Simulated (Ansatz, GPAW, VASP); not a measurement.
## CuI: programs and potentials compared

```
I Cu
1.0
     0.00000    3.03150    3.03150
     3.03150    0.00000    3.03150
     3.03150    3.03150    0.00000
I Cu
1 1
Direct
  0.00000 0.00000 0.00000
  0.75000 0.75000 0.75000
```

Alike in all runs: task single point; functional LDA; k mesh 8 × 8 × 8; occupations gaussian, width 0.02 eV; no spin polarisation; no spin-orbit coupling. LDA stands for any of its common fits. Pressure is positive in compression and, in plane waves, holds the error of the finite cutoff.

```json
{"program and potentials": "VASP, LDA PAW files Cu, I, 520 eV", "plane-wave cutoff (eV)": "520", "notes": "-", "band gap (eV)": "1.00", "pressure (GPa)": "-4.35"}
{"program and potentials": "GPAW, the program's PAW data sets (release 1.2.1) made for this functional", "plane-wave cutoff (eV)": "600", "notes": "this data set often lies off other programs", "band gap (eV)": "0.96", "pressure (GPa)": "-3.90"}
{"program and potentials": "Ansatz, all-electron LAPW, scalar-relativistic", "plane-wave cutoff (eV)": "-", "notes": "-", "band gap (eV)": "0.94", "pressure (GPa)": "-4.42"}
```

The band gap spans 0.94 (Ansatz, all-electron LAPW, scalar-relativistic) to 1.00 eV (VASP, LDA PAW files Cu, I, 520 eV), with all-electron results at 0.94. The pressure spans -4.42 (Ansatz, all-electron LAPW, scalar-relativistic) to -3.90 GPa (GPAW, the program's PAW data sets (release 1.2.1) made for this functional), with all-electron results at -4.42. Spin-orbit coupling, left out here, moves the band edges of heavy atoms.

Differences between rows come from potentials, basis sets and numerical settings, since the functional is the same but for its coding. Runs on potential files found faulty are left out.
